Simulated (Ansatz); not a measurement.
Wanted: the native input for an Ansatz 0.2.0 run.

| Item | Value |
| --- | --- |
| Task | single point |
| Functional | PBE |
| Potentials or basis | all-electron LAPW, scalar-relativistic |
| Cutoff | 376 eV (chosen from the basis error) |
| Basis error allowed | 0.001 eV/atom |
| k mesh | 12 × 12 × 12 |
| Occupations | fermi-dirac, width 0.05 eV |
| Spin | collinear spin, ferromagnetic start |
| Starting moments | [3.0, 0.0] μB |

The system is FeO.

```
Fe O
1.0
    -1.60210    1.60210    2.08339
     1.60210   -1.60210    2.08339
     1.60210    1.60210   -2.08339
Fe O
1 1
Direct
  0.00000 0.00000 0.00000
  0.50000 0.50000 0.00000
```

The cell comes from a database or a generator and needn't be the stable form of this composition.

One way to write it, as run:

input.yaml

```yaml
crystal:
  lattice:
    - [-1.602103413, 1.602103413, 2.08339225]
    - [1.602103413, -1.602103413, 2.08339225]
    - [1.602103413, 1.602103413, -2.08339225]
  atoms:
    - { symbol: Fe, position: [0.0, 0.0, 0.0], spin: 3.0 }
    - { symbol: O, position: [0.5, 0.5, 0.0] }
kpoints:
  mp_grid: { grid: [12, 12, 12] }
scf:
  occupations: { method: fermi_dirac, width: 0.05 }
hamiltonian:
  xc: pbe
  pseudopotentials: { kind: all_electron, lapw: { basis_error: 0.001 } }
magnetization:
  spin_polarized: true
output:
  forces: true
  stress: true
  eigenvalues: true
  populations: true
```

Potentials or basis: all-electron LAPW, scalar-relativistic.

Command:

```sh
$ ansatz run input.yaml --threads 2 --pin off --max-ram 6144MiB --backend cpu --events-out ev --progress --plain --runs-dir out
```

It gave:

The pressure is -8.8 GPa and the band gap on the k mesh is none (metal or under the smearing width). The net moment is 4.00 μB per cell and the absolute moment is 4.01 μB per cell. The site moments are Fe +3.60; O +0.31 μB and the loewdin charges are Fe +1.16; O -1.02 e.

Caveat: the atomic charges don't sum to the cell's charge; a cell with one magnetic atom can't hold antiferromagnetic order, which such compounds often take; semilocal functionals often make such compounds metallic where correlation or magnetic order opens a gap, which also shifts bond lengths.

Run time: 42 s on 2 threads of AMD EPYC 7R43 64-Core Processor (Zen 3), on a shared host, peak memory 0.69 GiB.
